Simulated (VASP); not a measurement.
# MoS2 in VASP: settings compared

Aim: see how the results for MoS2 move with the level of theory and the settings. Levels: PBE+D3(BJ), r2SCAN, LDA. Tasks: band structure, phonons.

All numbers are computed with VASP 6.6.1; they aren't measurements. Logs are shortened: lines on timing, memory, paths and dates and some standing lists are left out, and cuts for length are marked.

### Step 1. The structure

The cell holds a slab with vacuum, 12 atoms: a = 3.149 Å, b = 3.149 Å, c = 39.616 Å, α = 90.00°, β = 90.00°, γ = 120.00°.

### Step 2. Band structure, PBE+D3(BJ), spin-orbit coupling, no magnetisation

INCAR

```
SYSTEM = MoS2
PREC     = Accurate       ! precision mode
ENCUT    = 520            ! plane-wave cutoff, eV
EDIFF    = 1E-6           ! SCF threshold, eV
ISMEAR   = 0              ! smearing method
SIGMA    = 0.03           ! smearing width, eV
LREAL    = .False.        ! projectors in reciprocal space
LASPH    = .True.         ! aspherical terms in the spheres
NELM     = 80             ! most SCF steps
ALGO     = Normal         ! electronic algorithm
ISIF     = 2              ! what is computed and relaxed
LWAVE    = .False.        ! write WAVECAR
LCHARG   = .False.        ! write CHGCAR
MAGMOM   = 0 0 0 0 0 0 0 0 0 0 0 0 0 0 0 0 0 0 0 0 0 0 0 0 0 0 0 0 0 0 0 0 0 0 0 0 ! initial moments
LORBIT   = 11             ! projections on sites
LSORBIT  = .True.         ! spin-orbit coupling
GGA_COMPAT= .False.      
LMAXMIX  = 4              ! l up to which the mixer works
LDIPOL   = .True.       
IDIPOL   = 3            
DIPOL    = 0.5 0.5 0.500
GGA      = PE             ! functional
IVDW     = 12             ! dispersion correction
NBANDS   = 128            ! bands
LVHAR    = .True.       
LVACPOTAV= .True.       
KPAR     = 4
```

KPOINTS

```
Automatic mesh
0
Gamma
  12 12 1
  0 0 0
```

POSCAR

```
MoS2                                    
1.0
    3.1494965976     -0.0000000000      0.0000000000
   -1.5747482988      2.7275440582      0.0000000000
    0.0000000000      0.0000000000     39.6162960000
  S               Mo            
     8     4
Direct
     0.3333333300000021    0.6666666699999979    0.2307816867344514
     0.3333333300000021    0.6666666699999979    0.3098900817239717
     0.6666666699999979    0.3333333300000021    0.3839450672243122
     0.6666666699999979    0.3333333300000021    0.4629823295224181
     0.3333333300000021    0.6666666699999979    0.5370176704775821
     0.3333333300000021    0.6666666699999979    0.6160549327756878
     0.6666666699999979    0.3333333300000021    0.6901099182760282
     0.6666666699999979    0.3333333300000021    0.7692183132655486
     0.6666666699999979    0.3333333300000021    0.2703544270686846
     0.3333333300000021    0.6666666699999979    0.4234636292225346
     0.6666666699999979    0.3333333300000021    0.5765363707774654
     0.3333333300000021    0.6666666699999979    0.7296455729313154
```

KPOINTS_OPT

```
explicit points
67
Reciprocal
 0.0000000000  0.0000000000  0.0000000000 1
 0.0357142900  0.0000000000  0.0000000000 1
 0.0714285700  0.0000000000  0.0000000000 1
 0.1071428600  0.0000000000  0.0000000000 1
 0.1428571400  0.0000000000  0.0000000000 1
 0.1785714300  0.0000000000  0.0000000000 1
 0.2142857100  0.0000000000  0.0000000000 1
 0.2500000000  0.0000000000  0.0000000000 1
 0.2857142900  0.0000000000  0.0000000000 1
 0.3214285700  0.0000000000  0.0000000000 1
 0.3571428600  0.0000000000  0.0000000000 1
 0.3928571400  0.0000000000  0.0000000000 1
 0.4285714300  0.0000000000  0.0000000000 1
 0.4642857100  0.0000000000  0.0000000000 1
 0.5000000000  0.0000000000  0.0000000000 1
 0.4791666700  0.0416666700  0.0000000000 1
 0.4583333300  0.0833333300  0.0000000000 1
 0.4375000000  0.1250000000  0.0000000000 1
 0.4166666700  0.1666666700  0.0000000000 1
 0.3958333300  0.2083333300  0.0000000000 1
 0.3750000000  0.2500000000  0.0000000000 1
 0.3541666700  0.2916666700  0.0000000000 1
 0.3333333300  0.3333333300  0.0000000000 1
 0.3137254900  0.3137254900  0.0000000000 1
 0.2941176500  0.2941176500  0.0000000000 1
 0.2745098000  0.2745098000  0.0000000000 1
 0.2549019600  0.2549019600  0.0000000000 1
 0.2352941200  0.2352941200  0.0000000000 1
 0.2156862700  0.2156862700  0.0000000000 1
 0.1960784300  0.1960784300  0.0000000000 1
 0.1764705900  0.1764705900  0.0000000000 1
 0.1568627500  0.1568627500  0.0000000000 1
 0.1372549000  0.1372549000  0.0000000000 1
 0.1176470600  0.1176470600  0.0000000000 1
 0.0980392200  0.0980392200  0.0000000000 1
 0.0784313700  0.0784313700  0.0000000000 1
 0.0588235300  0.0588235300  0.0000000000 1
 0.0392156900  0.0392156900  0.0000000000 1
 0.0196078400  0.0196078400  0.0000000000 1
 0.0000000000  0.0000000000  0.0000000000 1
 0.0000000000  0.0000000000  0.0000000000 1
 0.0060523400 -0.0030261700  0.0000000000 1
-0.0060523400  0.0030261700  0.0000000000 1
 0.0176526700 -0.0088263400  0.0000000000 1
-0.0176526700  0.0088263400  0.0000000000 1
 0.0000000000  0.0052414800  0.0000000000 1
-0.0000000000 -0.0052414800  0.0000000000 1
 0.0000000000  0.0152876600  0.0000000000 1
-0.0000000000 -0.0152876600  0.0000000000 1
 0.5000000000  0.0000000000  0.0000000000 1
 0.5060523400 -0.0030261700  0.0000000000 1
 0.4939476600  0.0030261700  0.0000000000 1
 0.5176526700 -0.0088263400  0.0000000000 1
 0.4823473300  0.0088263400  0.0000000000 1
 0.5000000000  0.0052414800  0.0000000000 1
 0.5000000000 -0.0052414800  0.0000000000 1
 0.5000000000  0.0152876600  0.0000000000 1
 0.5000000000 -0.0152876600  0.0000000000 1
 0.3333333300  0.3333333300  0.0000000000 1
 0.3393856700  0.3303071600  0.0000000000 1
 0.3272809900  0.3363595000  0.0000000000 1
 0.3509860000  0.3245069900  0.0000000000 1
 0.3156806600  0.3421596700  0.0000000000 1
 0.3333333300  0.3385748100  0.0000000000 1
 0.3333333300  0.3280918500  0.0000000000 1
 0.3333333300  0.3486209900  0.0000000000 1
 0.3333333300  0.3180456700  0.0000000000 1
```

Potentials or basis: VASP PAW PBE potentials, release 64 (S, Mo_sv).

The run is started by

```
$ cat potpaw_PBE.64/S/POTCAR potpaw_PBE.64/Mo_sv/POTCAR > POTCAR
$ mpirun -np 4 vasp_ncl > vasp.out
```

OUTCAR:

```text
SYSTEM = MoS2
   PREC = Accurate
   ENCUT = 520
   EDIFF = 1E-6
   ISMEAR = 0
   LREAL = .False.
   LASPH = .True.
   NELM = 80
   ISIF = 2
   LORBIT = 11
   LSORBIT = .True.
   GGA = PE
   IVDW = 12
 IVDW          = 12

 ion  position               nearest neighbor table
   1  0.333  0.667  0.231-   9 2.40   9 2.40   9 2.40
   2  0.333  0.667  0.310-   9 2.40   9 2.40   9 2.40
   3  0.667  0.333  0.384-  10 2.40  10 2.40  10 2.40
   4  0.667  0.333  0.463-  10 2.40  10 2.40  10 2.40
   5  0.333  0.667  0.537-  11 2.40  11 2.40  11 2.40
   6  0.333  0.667  0.616-  11 2.40  11 2.40  11 2.40
   7  0.667  0.333  0.690-  12 2.40  12 2.40  12 2.40
   8  0.667  0.333  0.769-  12 2.40  12 2.40  12 2.40
   9  0.667  0.333  0.270-   2 2.40   2 2.40   2 2.40   1 2.40   1 2.40   1 2.40
  10  0.333  0.667  0.423-   3 2.40   3 2.40   3 2.40   4 2.40   4 2.40   4 2.40
  11  0.667  0.333  0.577-   6 2.40   6 2.40   6 2.40   5 2.40   5 2.40   5 2.40
  12  0.333  0.667  0.730-   7 2.40   7 2.40   7 2.40   8 2.40   8 2.40   8 2.40

  LATTYP: Found a hexagonal cell.
 ALAT       =     3.1494965976
 C/A-ratio  =    12.5786120964

  Lattice vectors:

 A1 = (   3.1494965976,   0.0000000000,   0.0000000000)
 A2 = (  -1.5747482988,   2.7275440582,   0.0000000000)
 A3 = (   0.0000000000,   0.0000000000,  39.6162960000)

Analysis of symmetry for initial positions (statically):
=====================================================================
 Subroutine PRICEL returns:
 Original cell was already a primitive cell.

 Routine SETGRP: Setting up the symmetry group for a
 hexagonal supercell.

 Subroutine GETGRP returns: Found 12 space group operations
 (whereof 12 operations were pure point group operations)
 out of a pool of 24 trial point group operations.

The static configuration has the point symmetry D_3d.

Analysis of symmetry for dynamics (positions and initial velocities):
=====================================================================
 Subroutine PRICEL returns:
 Original cell was already a primitive cell.

 Routine SETGRP: Setting up the symmetry group for a
 hexagonal supercell.

 Subroutine GETGRP returns: Found 12 space group operations
 (whereof 12 operations were pure point group operations)
 out of a pool of 24 trial point group operations.

The dynamic configuration has the point symmetry D_3d.

Analysis of structural, dynamic, and magnetic symmetry:
=====================================================================
 Subroutine PRICEL returns:
 Original cell was already a primitive cell.

 Routine SETGRP: Setting up the symmetry group for a
 hexagonal supercell.

 Subroutine GETGRP returns: Found 12 space group operations
 (whereof 12 operations were pure point group operations)
 out of a pool of 24 trial point group operations.

The overall configuration has the point symmetry D_3d.

 Subroutine INISYM returns: Found 12 space group operations
 (whereof 12 operations are pure point group operations),
 and found     1 'primitive' translations

----------------------------------------------------------------------------------------

                                     Primitive cell
[... 2451 lines left out ...]
    -1.574748299  2.727544058  0.000000000     0.000000000  0.366630191  0.000000000
     0.000000000  0.000000000 39.616296000     0.000000000  0.000000000  0.025242138

 POSITION                                       TOTAL-FORCE (eV/Angst)
 -----------------------------------------------------------------------------------
     -0.00000      1.81836      9.14272        -0.000000     -0.000000     -0.000822
     -0.00000      1.81836     12.27670        -0.000000      0.000000      0.003922
      1.57475      0.90918     15.21048        -0.000000      0.000000     -0.001351
      1.57475      0.90918     18.34165        -0.000000     -0.000000      0.002621
     -0.00000      1.81836     21.27465        -0.000000      0.000000     -0.002621
     -0.00000      1.81836     24.40581        -0.000000     -0.000000      0.001351
      1.57475      0.90918     27.33960        -0.000000      0.000000     -0.003922
      1.57475      0.90918     30.47358        -0.000000      0.000000      0.000822
      1.57475      0.90918     10.71044        -0.000000      0.000000      0.002325
     -0.00000      1.81836     16.77606         0.000000      0.000000      0.001080
      1.57475      0.90918     22.84024        -0.000000      0.000000     -0.001080
     -0.00000      1.81836     28.90585         0.000000     -0.000000     -0.002325
 -----------------------------------------------------------------------------------
    total drift:                                0.000000     -0.000000      0.000000

  FREE ENERGIE OF THE ION-ELECTRON SYSTEM (eV)
  ---------------------------------------------------
  free  energy   TOTEN  =       -92.4339424889 eV

  energy  without entropy=      -92.4339424889  energy(sigma->0) =      -92.43394249

 vacuum level on the upper side and lower side of the slab         8.009         8.009

 Spin-Orbit-Coupling matrix elements

 Ion:    1  E_soc:     -0.0022440
 l=   1
     0.0000000    -0.0003604    -0.0004013
    -0.0003604     0.0000000    -0.0003604
    -0.0004013    -0.0003604     0.0000000
 l=   2
     0.0000000     0.0000000     0.0000000     0.0000000     0.0000000
     0.0000000     0.0000000     0.0000000     0.0000000     0.0000000
     0.0000000     0.0000000     0.0000000     0.0000000     0.0000000
     0.0000000     0.0000000     0.0000000     0.0000000     0.0000000
     0.0000000     0.0000000     0.0000000     0.0000000     0.0000000
 l=   3
     0.0000000     0.0000000     0.0000000     0.0000000     0.0000000     0.0000000     0.0000000
     0.0000000     0.0000000     0.0000000     0.0000000     0.0000000     0.0000000     0.0000000
     0.0000000     0.0000000     0.0000000     0.0000000     0.0000000     0.0000000     0.0000000
     0.0000000     0.0000000     0.0000000     0.0000000     0.0000000     0.0000000     0.0000000
[... 209 lines left out ...]
 l=   2
     0.0000000    -0.0004799     0.0000000    -0.0004799    -0.0021550
    -0.0004799     0.0000000    -0.0015539    -0.0004037    -0.0004799
     0.0000000    -0.0015539     0.0000000    -0.0015539     0.0000000
    -0.0004799    -0.0004037    -0.0015539     0.0000000    -0.0004799
    -0.0021550    -0.0004799     0.0000000    -0.0004799     0.0000000
 l=   3
     0.0000000     0.0000000     0.0000000     0.0000000     0.0000000     0.0000000     0.0000000
     0.0000000     0.0000000     0.0000000     0.0000000     0.0000000     0.0000000     0.0000000
     0.0000000     0.0000000     0.0000000     0.0000000     0.0000000     0.0000000     0.0000000
     0.0000000     0.0000000     0.0000000     0.0000000     0.0000000     0.0000000     0.0000000
     0.0000000     0.0000000     0.0000000     0.0000000     0.0000000     0.0000000     0.0000000
     0.0000000     0.0000000     0.0000000     0.0000000     0.0000000     0.0000000     0.0000000
     0.0000000     0.0000000     0.0000000     0.0000000     0.0000000     0.0000000     0.0000000

 total charge

# of ion       s       p       d       tot
------------------------------------------
    1        1.364   2.344   0.000   3.707
    2        1.365   2.343   0.000   3.709
    3        1.366   2.343   0.000   3.709
    4        1.366   2.343   0.000   3.709
    5        1.366   2.343   0.000   3.709
    6        1.366   2.343   0.000   3.709
    7        1.365   2.343   0.000   3.709
    8        1.364   2.344   0.000   3.707
    9        2.293   6.227   3.962  12.482
   10        2.294   6.227   3.966  12.486
   11        2.294   6.227   3.966  12.486
   12        2.293   6.227   3.962  12.482
--------------------------------------------------
tot         20.095  43.654  15.856  79.605

 magnetization (x)

# of ion       s       p       d       tot
------------------------------------------
    1       -0.000   0.000   0.000   0.000
    2        0.000   0.000   0.000   0.000
    3        0.000   0.000   0.000   0.000
    4        0.000   0.000   0.000   0.000
    5       -0.000  -0.000   0.000  -0.000
    6        0.000   0.000   0.000   0.000
    7        0.000   0.000   0.000   0.000
    8       -0.000   0.000   0.000  -0.000
    9        0.000   0.000   0.000   0.000
   10       -0.000   0.000   0.000  -0.000
   11       -0.000  -0.000   0.000  -0.000
   12        0.000   0.000   0.000   0.000
--------------------------------------------------
tot         -0.000   0.000   0.000   0.000

 magnetization (y)

# of ion       s       p       d       tot
------------------------------------------
    1        0.000  -0.000   0.000  -0.000
    2        0.000   0.000   0.000   0.000
    3        0.000  -0.000   0.000  -0.000
    4       -0.000   0.000   0.000   0.000
    5       -0.000   0.000   0.000   0.000
    6        0.000  -0.000   0.000  -0.000
    7        0.000   0.000   0.000   0.000
    8        0.000  -0.000   0.000  -0.000
    9        0.000  -0.000  -0.000  -0.000
   10       -0.000  -0.000  -0.000  -0.000
   11        0.000  -0.000  -0.000  -0.000
   12        0.000   0.000  -0.000  -0.000
--------------------------------------------------
tot         -0.000  -0.000  -0.000  -0.000

 magnetization (z)

# of ion       s       p       d       tot
------------------------------------------
    1        0.000   0.000   0.000   0.000
    2        0.000   0.000   0.000   0.000
    3        0.000   0.000   0.000   0.000
    4        0.000   0.000   0.000   0.000
    5        0.000   0.000   0.000   0.000
    6        0.000   0.000   0.000   0.000
    7        0.000   0.000   0.000   0.000
    8        0.000   0.000   0.000   0.000
    9        0.000   0.000   0.000   0.000
   10        0.000   0.000   0.000   0.000
   11        0.000   0.000   0.000   0.000
   12        0.000   0.000   0.000   0.000
--------------------------------------------------
tot          0.000   0.000   0.000   0.000
```

It took 34 min on 4 MPI ranks of Intel Xeon Platinum 8375C at 2.90GHz (Ice Lake), shared host; peak memory 2.3 GiB.

Results:

```yaml
Free_energy: -92.4339 eV
Largest_force: 0.004 eV/Å
Valence_electrons_inside_the_program's_atomic_spheres: S 3.71; Mo 12.48, 12.49
Dispersion_energy_per_atom: -0.406 eV
Work_function_of_the_upper_face: 5.10 eV
Work_function_of_the_lower_face: 5.10 eV
```

Forces in eV/Å, atoms in the order of the input:
```
S    0.000  0.000 -0.001
S    0.000  0.000  0.004
S    0.000  0.000 -0.001
S    0.000  0.000  0.003
S    0.000  0.000 -0.003
S    0.000  0.000  0.001
S    0.000  0.000 -0.004
S    0.000  0.000  0.001
Mo   0.000  0.000  0.002
Mo   0.000  0.000  0.001
Mo   0.000  0.000 -0.001
Mo   0.000  0.000 -0.002
```

### Step 3. Band structure, r2SCAN

INCAR

```
SYSTEM = MoS2
PREC     = Accurate       ! precision mode
ENCUT    = 520            ! plane-wave cutoff, eV
EDIFF    = 1E-6           ! SCF threshold, eV
ISMEAR   = 0              ! smearing method
SIGMA    = 0.03           ! smearing width, eV
LREAL    = .False.        ! projectors in reciprocal space
LASPH    = .True.         ! aspherical terms in the spheres
NELM     = 120            ! most SCF steps
ALGO     = All            ! electronic algorithm
ISIF     = 2              ! what is computed and relaxed
LWAVE    = .False.        ! write WAVECAR
LCHARG   = .False.        ! write CHGCAR
LMAXMIX  = 4              ! l up to which the mixer works
LDIPOL   = .True.       
IDIPOL   = 3            
DIPOL    = 0.5 0.5 0.500
METAGGA  = R2SCAN         ! meta-GGA
LMIXTAU  = .True.       
NBANDS   = 64             ! bands
LVHAR    = .True.       
LVACPOTAV= .True.       
AMIN     = 0.01         
KPAR     = 4
```

KPOINTS is that of step 2.

POSCAR is that of step 2.

KPOINTS_OPT is that of step 2.

Potentials or basis: VASP PAW PBE potentials, release 64 (S, Mo_sv).

The run is started by

```
$ cat potpaw_PBE.64/S/POTCAR potpaw_PBE.64/Mo_sv/POTCAR > POTCAR
$ mpirun -np 4 vasp_std > vasp.out
```

OUTCAR:

```text
SYSTEM = MoS2
   PREC = Accurate
   ENCUT = 520
   EDIFF = 1E-6
   ISMEAR = 0
   LREAL = .False.
   LASPH = .True.
   NELM = 120
   ISIF = 2
   METAGGA = R2SCAN

 ion  position               nearest neighbor table
   1  0.333  0.667  0.231-   9 2.40   9 2.40   9 2.40
   2  0.333  0.667  0.310-   9 2.40   9 2.40   9 2.40
   3  0.667  0.333  0.384-  10 2.40  10 2.40  10 2.40
   4  0.667  0.333  0.463-  10 2.40  10 2.40  10 2.40
   5  0.333  0.667  0.537-  11 2.40  11 2.40  11 2.40
[... 1505 lines left out ...]
 -----------------------------------------------------------------------------
  energy-cutoff  :      520.00
  volume of cell :      340.32
      direct lattice vectors                 reciprocal lattice vectors
     3.149496598  0.000000000  0.000000000     0.317511059  0.183315096  0.000000000
    -1.574748299  2.727544058  0.000000000     0.000000000  0.366630191  0.000000000
     0.000000000  0.000000000 39.616296000     0.000000000  0.000000000  0.025242138

 POSITION                                       TOTAL-FORCE (eV/Angst)
 -----------------------------------------------------------------------------------
     -0.00000      1.81836      9.14272        -0.000000      0.000000      0.077546
     -0.00000      1.81836     12.27670         0.000000     -0.000000     -0.192095
      1.57475      0.90918     15.21048        -0.000000     -0.000000      0.175426
      1.57475      0.90918     18.34165         0.000000      0.000000     -0.181185
     -0.00000      1.81836     21.27465        -0.000000     -0.000000      0.181185
     -0.00000      1.81836     24.40581         0.000000      0.000000     -0.175426
      1.57475      0.90918     27.33960        -0.000000      0.000000      0.192095
      1.57475      0.90918     30.47358        -0.000000     -0.000000     -0.077546
      1.57475      0.90918     10.71044        -0.000000      0.000000     -0.077955
     -0.00000      1.81836     16.77606         0.000000     -0.000000     -0.007254
      1.57475      0.90918     22.84024        -0.000000      0.000000      0.007254
     -0.00000      1.81836     28.90585         0.000000     -0.000000      0.077955
 -----------------------------------------------------------------------------------
    total drift:                                0.000000      0.000000      0.000000

  FREE ENERGIE OF THE ION-ELECTRON SYSTEM (eV)
  ---------------------------------------------------
  free  energy   TOTEN  =      -179.9756050568 eV

  energy  without entropy=     -179.9756050568  energy(sigma->0) =     -179.97560506

 vacuum level on the upper side and lower side of the slab         8.058         8.058
```

Wall time 20 min (4 MPI ranks of Intel Xeon Platinum 8375C at 2.90GHz (Ice Lake), shared host); peak memory 1.2 GiB.

What came out:

- Free energy: -179.9756 eV
- Largest force: 0.192 eV/Å
- Band gap on the k mesh: 1.06 eV, indirect (least direct gap 1.84 eV)
- Band gap along the path: 1.05 eV, indirect (least direct gap 1.84 eV)
- Ionisation potential of the upper face: 5.43 eV

Forces on the atoms (eV/Å):
```
S    0.000  0.000  0.078
S    0.000  0.000 -0.192
S    0.000  0.000  0.175
S    0.000  0.000 -0.181
S    0.000  0.000  0.181
S    0.000  0.000 -0.175
S    0.000  0.000  0.192
S    0.000  0.000 -0.078
Mo   0.000  0.000 -0.078
Mo   0.000  0.000 -0.007
Mo   0.000  0.000  0.007
Mo   0.000  0.000  0.078
```

Caveat: the PAW data sets were made with another functional, which shifts forces and pressure a little. r2SCAN opens gaps a little over a GGA but as a rule still falls short of measured ones.

(Continued in part 2 of 2.)
